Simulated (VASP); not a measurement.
Crystal: CoO.

```
CELL_PARAMETERS angstrom
2.57053 0.00000 0.00000
0.00000 2.57053 0.00000
0.00000 0.00000 2.57053
ATOMIC_POSITIONS crystal
Co 0.00000 0.00000 0.00000
O 0.50000 0.50000 0.50000
```

Measurements of this composition are mostly on another form, of space group No. 225.

```yaml
Program: VASP 6.6.1
Task: relaxation of cell and atoms
Functional: r2SCAN
Dispersion: D3(BJ)
Potentials_or_basis: VASP PAW PBE potentials, release 64 (Co, O)
Cutoff: 600 eV
k_mesh: 10 × 10 × 10
Occupations: gaussian, width 0.05 eV
Spin: collinear spin, ferromagnetic start
Starting_moments: "[2.0, 0.0] μB"
```

At the start: pressure 9.0 GPa; volume 8.49 Å³/atom.

Q: How do energy, volume and symmetry change on relaxing?

A: Over 3 steps the energy falls by 9.2 meV/atom and the volume is 8.83 Å³/atom (+3.9 %); space group Pm-3m (No. 221, to 0.05 Å); moment 3.00 μB per cell.

Step by step:
| step | energy change (eV) | largest force (eV/Å) | pressure (GPa) | volume (Å³) |
| --- | --- | --- | --- | --- |
| 1 | 0.0000 | 0.0000 | 8.99 | 16.99 |
| 2 | -0.0079 | 0.0000 | -6.02 | 18.18 |
| 3 | -0.0184 | 0.0000 | 0.13 | 17.65 |

Final structure:
```cif
data_structure
_symmetry_space_group_name_H-M 'P 1'
_symmetry_Int_Tables_number 1
_cell_length_a 2.6039
_cell_length_b 2.6039
_cell_length_c 2.6039
_cell_angle_alpha 90.000
_cell_angle_beta 90.000
_cell_angle_gamma 90.000
_cell_volume 17.65
loop_
_atom_site_label
_atom_site_type_symbol
_atom_site_fract_x
_atom_site_fract_y
_atom_site_fract_z
_atom_site_occupancy
Co1 Co 0.00000 0.00000 0.00000 1
O1 O 0.50000 0.50000 0.50000 1
```

Caveat: the PAW data sets were made with another functional, which shifts forces and pressure a little; a cell with one magnetic atom can't hold antiferromagnetic order, which such compounds often take.
